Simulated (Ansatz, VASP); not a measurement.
**One calculation of CdS, two programs**

File INCAR:

```
ALGO     = Normal         # electronic algorithm
EDIFF    = 1E-6           # SCF threshold, eV
EDIFFG   = -0.002         # ionic threshold
ENCUT    = 600            # plane-wave cutoff, eV
GGA      = PE             # functional
IBRION   = 2              # ionic algorithm
ISIF     = 3              # what is computed and relaxed
ISMEAR   = 0              # smearing method
LASPH    = T              # aspherical terms in the spheres
LCHARG   = F              # write CHGCAR
LREAL    = F              # projectors in reciprocal space
LWAVE    = F              # write WAVECAR
NELM     = 80             # most SCF steps
NSW      = 100            # ionic steps
PREC     = Accurate       # precision mode
SIGMA    = 0.02           # smearing width, eV
```

Contents of KPOINTS:

```
k-points
0
Gamma
  8 8 8
```

File POSCAR:

```
CdS
1.0
    0.0000000000      2.9429534600      2.9429534600
    2.9429534600      0.0000000000      2.9429534600
    2.9429534600      2.9429534600      0.0000000000
Cd S
1 1
Direct
    0.0000000000      0.0000000000      0.0000000000
    0.7500000000      0.7500000000      0.7500000000
```

Input for Ansatz:

```yaml
crystal:
  lattice:
    - [0.0, 2.94295346, 2.94295346]
    - [2.94295346, 0.0, 2.94295346]
    - [2.94295346, 2.94295346, 0.0]
  atoms:
    - { symbol: Cd, position: [0.0, 0.0, 0.0] }
    - { symbol: S, position: [0.75, 0.75, 0.75] }
basis:
  ecutwfc: 420
kpoints:
  mp_grid: { grid: [8, 8, 8] }
hamiltonian:
  xc: pbe
  pseudopotentials: { kind: paw, azcp: { folder: soft_1 } }
scf:
  occupations: { method: gaussian, width: 0.02 }
output:
  forces: true
  stress: true
  eigenvalues: true
relax:
  adjacent_minimum: "off"
  f_tol: 0.002
  max_steps: 80
  cell: { stress_tol: 0.02 }
```

The cell is a database's computed one.

Alike in both runs: task relaxation of cell and atoms; functional PBE; k mesh 8 × 8 × 8; occupations gaussian, width 0.02 eV; no spin polarisation.

```csv
,VASP,Ansatz
version,VASP 6.6.1,Ansatz 0.2.0
potentials or method,"VASP PAW PBE potentials, release 64 (Cd, S)","scalar-relativistic, plane waves, PAW"
plane-wave cutoff (eV),600,420
valence electrons in the cell,18,26
```

|  | VASP | Ansatz | Ansatz less VASP |
| --- | --- | --- | --- |
| gap on the k mesh at the Fermi level, each at its own relaxed structure (eV) | 1.03 | 1.04 | +0.007 |
| relaxed volume (Å³/atom) | 26.14 | 26.03 | -0.114 |
| relaxed cell length with the largest relative difference (Å) | 4.197 | 4.191 | -0.0061 |
| energy change over the relaxation (meV/atom) | -3 | -2 | +1.0 |

The two sets of potentials don't hold the same shells in valence.

PBE gaps usually lie below the measured ones, often by a third to a half.
